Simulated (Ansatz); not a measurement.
Sb in Ansatz: the effect of functional

The system is Sb.

```
CELL_PARAMETERS angstrom
3.10145 0.00000 0.00000
0.00000 4.31834 0.00000
-0.03865 0.00000 4.37628
ATOMIC_POSITIONS crystal
Sb 0.01139 0.25000 0.24117
Sb 0.98861 0.75000 0.75883
```

This isn't the form of Sb at room conditions, which is rhombohedral.

The cell isn't the ideal one: volume scaled by 0.98.

Alike in all runs:

| Property | Result |
| --- | --- |
| Program | Ansatz 0.2.0 |
| Task | single point |
| Potentials or basis | Ansatz PAW |
| k mesh | 9 × 6 × 6 |
| Occupations | fermi-dirac, width 0.05 eV |
| Spin | no spin polarisation |

```tsv
functional	cutoff	pressure (GPa)	largest force (eV/Å)
LDA	420 eV (not typed: the program's choice for these potentials)	?	?
PBEsol	420 eV (not typed: the program's choice for these potentials)	-1.1	0.07
r2SCAN	500 eV (not typed: the program's choice for these potentials)	0.3	0.07
```

Problem. What does the run with functional LDA give?

Solution. Pressure -2.3 GPa; largest force 0.05 eV/Å.

Caveats: the PAW data sets come from PBE, with cores solved anew for the run's functional, which leaves a small shift of forces and pressure.
